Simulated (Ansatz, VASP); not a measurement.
## HfN: VASP beside Ansatz

```xyz
2
Lattice="0.0000 2.2560 2.2560 2.2560 0.0000 2.2560 2.2560 2.2560 0.0000" Properties=species:S:1:pos:R:3 pbc="T T T"
Hf    0.0000    0.0000    0.0000
N     2.2560    2.2560    2.2560
```

Alike in both runs: functional PBE; k mesh 11 × 11 × 11; occupations fermi-dirac, width 0.05 eV; no spin polarisation.

Ansatz relaxed the structure, and its values are those at the end. VASP's run is a single point on that final structure, the one shown.

|  | VASP | Ansatz |
| --- | --- | --- |
| version | VASP 6.6.1 | Ansatz 0.2.0 |
| potentials or method | VASP PAW PBE potentials, release 64 (Hf_pv, N) | plane-wave PAW, scalar-relativistic |
| plane-wave cutoff (eV) | 520 | 420 |
| valence electrons in the cell | 15 | 31 |

```tsv
	VASP	Ansatz	Ansatz less VASP
pressure (GPa)	4.2	6.6	+2.41
```

The two sets of potentials don't hold the same shells in valence. Ansatz warned: «gradients_without_spin_orbit».

Spin-orbit coupling is left out, which matters for the levels of Hf.
